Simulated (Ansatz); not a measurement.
Consider ZrO2 (space group P2_1/c, No. 14).

```xyz
12
Lattice="5.1899 0.0000 0.0000 0.0000 5.2419 0.0000 -0.9047 0.0000 5.3018" Properties=species:S:1:pos:R:3 pbc="T T T"
Zr     1.2412     0.2295     1.1135
Zr     3.4964     2.8505     1.5374
Zr     3.0440     5.0123     4.1883
Zr     0.7888     2.3914     3.7644
O      0.0205     1.7104     1.8559
O      4.7170     4.3314     0.7950
O      4.2647     3.5315     3.4460
O     -0.4318     0.9105     4.5068
O      1.9104     3.9667     2.5211
O      2.8271     1.3458     0.1298
O      2.3748     1.2751     2.7807
O      1.4581     3.8961     5.1720
```

Cartesian axes are those of the cell as printed.

Calculations: Ansatz (a quantum-chemistry and plane-wave program), PBE, PAW, cutoff 420 eV, no spin-orbit coupling.

For the base:

The shortest interatomic distance is 2.058 Å.

Perturbation: uniaxial strain ε_xx = −0.91 %, all other strain components held at zero, atoms relaxed at fixed cell.

Q: Predict the new largest internal atomic displacement.

A: The largest internal atomic displacement amounts to 0.023 Å.

Q: Predict the new shortest interatomic distance.

A: The shortest interatomic distance decreases by 0.004 Å (2.058 Å → 2.054 Å).

Q: What happens to the stress?

A: The stress (xx, yy, zz, yz, xz, xy; compression positive) comes out as (2.82, 1.47, 0.89, 0.00, 0.37, 0.00) GPa.

Q: How does this affect the energy relative to the base?

A: The energy goes up by 1.0 meV/atom.

Whether these cells are dynamically stable was not tested.
